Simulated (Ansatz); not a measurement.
V:

```
V
1.0
    -1.51435    1.51435    1.51435
     1.51435   -1.51435    1.51435
     1.51435    1.51435   -1.51435
V
1
Cartesian
  0.0000 0.0000 0.0000
```

```yaml
Program: Ansatz 0.2.0
Task: relaxation of cell and atoms
Functional: r2SCAN
Dispersion: D3(BJ)
Potentials_or_basis: Ansatz PAW
Cutoff: "500 eV (not typed: the program's choice for these potentials)"
k_mesh: 12 × 12 × 12
Occupations: fermi-dirac, width 0.05 eV
Spin: collinear spin, ferromagnetic start
Starting_moments: "[2.0] μB"
```

At the start: volume 13.89 Å³/atom.

Task: How do energy, volume and symmetry change on relaxing?

Result: It ends after 5 steps and the volume is 13.01 Å³/atom (-6.4 %); space group Im-3m (No. 229, to 0.05 Å); moment 0.18 μB per cell.

The path:
```
step  energy change (eV)  largest force (eV/Å)  volume (Å³)
   1              0.0000                0.0000        13.89
   2             -0.0279                0.0000        12.95
   3             -0.0280                0.0000        13.02
   4             -0.0280                0.0000        13.01
   5             -0.0278                0.0000        13.01
```

Final structure:
```xyz
1
Lattice="-1.4815 1.4815 1.4815 1.4815 -1.4815 1.4815 1.4815 1.4815 -1.4815" Properties=species:S:1:pos:R:3 pbc="T T T"
V     0.0000    0.0000    0.0000
```

Caveat: the magnetic or orbital state may not be the lowest; the plane-wave basis is chosen anew once the cell has moved, so the energies of steps on either side of that aren't comparable; the PAW data sets come from PBE, with cores solved anew for the run's functional, which leaves a small shift of forces and pressure; the dispersion damping was fitted for another functional or another form of the correction; the starting moments weren't kept.
